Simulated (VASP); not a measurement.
A run of VASP 6.6.1 is set up as follows.

The input POSCAR:

```
KF
1.0
    0.0000000000      2.6718500000      2.6718500000
    2.6718500000      0.0000000000      2.6718500000
    2.6718500000      2.6718500000      0.0000000000
K F
1 1
Direct
    0.0000000000      0.0000000000      0.0000000000
    0.5000000000      0.5000000000      0.5000000000
```

Contents of INCAR.step1:

```
SYSTEM = KF
PREC = Accurate
ENCUT = 520
EDIFF = 1E-7
ISMEAR = 0
SIGMA = 0.02
LREAL = .False.
LASPH = .True.
NELM = 60
ALGO = Normal
ISIF = 2
LWAVE = .False.
LCHARG = .True.
NBANDS = 15
```

KPOINTS.step1

```
Automatic mesh
0
Gamma
  10 10 10
  0 0 0
```

INCAR.step2

```
SYSTEM = KF
PREC = Accurate
ENCUT = 520
EDIFF = 1E-7
ISMEAR = 0
SIGMA = 0.05
LREAL = .False.
LASPH = .True.
NELM = 60
ALGO = Normal
ISIF = 2
LWAVE = .False.
LCHARG = .False.
NBANDS = 15
ICHARG = 11
```

File KPOINTS.step2:

```
path GXWKGLUWLK,UX
15
line-mode
reciprocal
 0.0000000000  0.0000000000  0.0000000000  G
 0.5000000000  0.0000000000  0.5000000000  X

 0.5000000000  0.0000000000  0.5000000000  X
 0.5000000000  0.2500000000  0.7500000000  W

 0.5000000000  0.2500000000  0.7500000000  W
 0.3750000000  0.3750000000  0.7500000000  K

 0.3750000000  0.3750000000  0.7500000000  K
 0.0000000000  0.0000000000  0.0000000000  G

 0.0000000000  0.0000000000  0.0000000000  G
 0.5000000000  0.5000000000  0.5000000000  L

 0.5000000000  0.5000000000  0.5000000000  L
 0.6250000000  0.2500000000  0.6250000000  U

 0.6250000000  0.2500000000  0.6250000000  U
 0.5000000000  0.2500000000  0.7500000000  W

 0.5000000000  0.2500000000  0.7500000000  W
 0.5000000000  0.5000000000  0.5000000000  L

 0.5000000000  0.5000000000  0.5000000000  L
 0.3750000000  0.3750000000  0.7500000000  K

 0.6250000000  0.2500000000  0.6250000000  U
 0.5000000000  0.0000000000  0.5000000000  X
```

Potentials or basis: VASP PAW LDA potentials, release 64 (K_sv, F).

Launch:

```bash
$ cat potpaw_LDA.64/K_sv/POTCAR potpaw_LDA.64/F/POTCAR > POTCAR
$ cp INCAR.step1 INCAR
$ cp KPOINTS.step1 KPOINTS
$ mpirun -np 1 vasp_std > vasp.out
$ cp INCAR.step2 INCAR
$ cp KPOINTS.step2 KPOINTS
$ mpirun -np 1 vasp_std > vasp.out
```

Task: What does it give for the band gap along the path?

Result: 5.79 eV, direct.

Task: Predict the band gap on the k mesh.

Result: 5.79 eV, direct.

Levels at the corners of the path, in eV from the valence-band top:
```csv
point,band 5,band 6,band 7,band 8,band 9,band 10,band 11,band 12
Γ,-9.10,0.00,0.00,0.00,5.79,10.51,10.51,10.51
X,-9.33,-0.21,-0.06,-0.06,7.90,10.11,11.39,13.58
X,-9.33,-0.21,-0.06,-0.06,7.90,10.11,11.39,13.58
W,-9.20,-0.43,-0.17,-0.17,9.44,9.44,11.06,13.26
W,-9.20,-0.43,-0.17,-0.17,9.44,9.44,11.06,13.26
K,-9.26,-0.36,-0.20,-0.20,8.66,10.41,10.91,13.55
K,-9.26,-0.36,-0.20,-0.20,8.66,10.41,10.91,13.55
Γ,-9.10,0.00,0.00,0.00,5.79,10.51,10.51,10.51
Γ,-9.10,0.00,0.00,0.00,5.79,10.51,10.51,10.51
L,-9.14,-0.85,-0.36,-0.36,8.78,10.22,11.97,11.97
L,-9.14,-0.85,-0.36,-0.36,8.78,10.22,11.97,11.97
U,-9.26,-0.36,-0.20,-0.20,8.66,10.41,10.91,13.55
U,-9.26,-0.36,-0.20,-0.20,8.66,10.41,10.91,13.55
W,-9.20,-0.43,-0.17,-0.17,9.44,9.44,11.06,13.26
W,-9.20,-0.43,-0.17,-0.17,9.44,9.44,11.06,13.26
L,-9.14,-0.85,-0.36,-0.36,8.78,10.22,11.97,11.97
L,-9.14,-0.85,-0.36,-0.36,8.78,10.22,11.97,11.97
K,-9.26,-0.36,-0.20,-0.20,8.66,10.41,10.91,13.55
U,-9.26,-0.36,-0.20,-0.20,8.66,10.41,10.91,13.55
X,-9.33,-0.21,-0.06,-0.06,7.90,10.11,11.39,13.58
```

Caveat: the log is that of the step along the path at fixed density, whose energy, stress, charges and moments have no meaning. A hybrid or GW would open this gap; LDA tends to underestimate it.
